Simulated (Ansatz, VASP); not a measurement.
# Sc: VASP beside Ansatz

```xyz
2
Lattice="0.0000 3.1913 3.1913 3.1913 0.0000 3.1913 3.1913 3.1913 0.0000" Properties=species:S:1:pos:R:3 pbc="T T T"
Sc    0.7978    0.7978    0.7978
Sc    5.5847    5.5847    5.5847
```

Alike in both runs: task single point; functional PBEsol; k mesh 10 × 10 × 10; occupations fermi-dirac, width 0.1 eV; no spin polarisation.

|  | VASP | Ansatz |
| --- | --- | --- |
| version | VASP 6.6.1 | Ansatz 0.2.0 |
| potentials or method | VASP PAW PBE potentials, release 64 (Sc_sv) | plane waves (420 eV) with PAW, scalar-relativistic |
| plane-wave cutoff (eV) | 520 | 420 |
| valence electrons in the cell | 22 | 22 |

```tsv
	VASP	Ansatz	Ansatz less VASP
pressure (GPa)	-0.4	-0.4	0.00
```

Ansatz warned: «pseudo_functional_mismatch».

Caveats: the PAW data sets were made with another functional, which shifts forces and pressure a little (VASP).
